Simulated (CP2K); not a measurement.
## TiSi2 under changes of volume

One of the cells (14.179 Å³/atom); the others are scaled copies at fixed shape and fractional positions:

```
Ti Si
1.0
     6.98595    0.00000    0.00000
    -6.09399    3.41567    0.00000
     0.00000    0.00000    3.56517
Ti Si
2 4
Direct
  0.10312 0.89688 0.25000
  0.89688 0.10312 0.75000
  0.75031 0.24969 0.25000
  0.24969 0.75031 0.75000
  0.44175 0.55825 0.25000
  0.55825 0.44175 0.75000
```

The cell comes from a database or a generator and needn't be the stable form of this composition.

```yaml
Program: CP2K 2026.2
Functional: PBE
Potentials_or_basis: POTENTIAL_UZH Ti GTH-PBE-q12, Si GTH-PBE-q4; TZVP-MOLOPT-PBE-GTH basis
Density_cutoff: 6123 eV
k_mesh: 8 × 8 × 8
Occupations: fermi-dirac, width 0.05 eV
Spin: no spin polarisation
```

```tsv
volume (Å³/atom)	energy over the lowest point (meV/atom)	pressure (GPa)	largest force (eV/Å)
13.328	34.78	11.9	0.467
13.611	17.16	8.1	0.379
13.895	5.90	4.7	0.298
14.179	0.36	1.6	0.225
14.462	0.00	-1.1	0.160
14.746	?	?	?
15.029	12.62	-5.9	0.155
```

Task: What does the run at 14.746 Å³/atom give?

Result: Energy over the lowest point 4.16 meV/atom; pressure -3.6 GPa; largest force 0.109 eV/Å.

Worked out: A Birch-Murnaghan fit of order 3 (a polynomial in V^(-2/3)) to the other rows has its minimum at 14.34 Å³/atom with B0 = V·E''(V) = 138 GPa and B' = 4.5 at fixed shape and positions, which overstates the stiffness. It gives 4.25 meV/atom at 14.746 Å³/atom, against the run's 4.16, and -dE/dV = -3.6 GPa, against -3.6.

Energies are extrapolated to zero smearing.

Caveats: the basis of atomic orbitals isn't converged, which shifts pressures, moduli and gaps.
